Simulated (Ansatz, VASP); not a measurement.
**Two plane-wave programs on AlNi**

```
CELL_PARAMETERS angstrom
2.88100 0.00000 0.00000
0.00000 2.88100 0.00000
0.00000 0.00000 2.88100
ATOMIC_POSITIONS crystal
Al 0.00000 0.00000 0.00000
Ni 0.50000 0.50000 0.50000
```

Alike in both runs: task single point; functional PBEsol; k mesh 16 × 16 × 16; occupations gaussian, width 0.15 eV; no spin polarisation.

```csv
,VASP,Ansatz
version,VASP 6.6.1,Ansatz 0.2.0
potentials or method,"VASP PAW PBE potentials, release 64 (Al, Ni)","scalar-relativistic, plane waves, PAW"
plane-wave cutoff (eV),520,420
valence electrons in the cell,13,21
```

VASP gave:

```
gap on the k mesh at the Fermi level (eV) : none
pressure (GPa)                            : -3.1
```

Task: Which values does Ansatz return?

Result: gap on the k mesh at the Fermi level (eV): none; pressure (GPa): -3.3.

A gap of «none» marks a metal or a gap that the smearing closes. With one functional, cell and mesh, what is left measures potentials, basis and numerics. The two sets of potentials don't hold the same shells in valence.

Caveats: the PAW data sets were made with another functional, which shifts forces and pressure a little (VASP). Spin polarisation is off, so any magnetic state and its effect on volume and gap are missing.
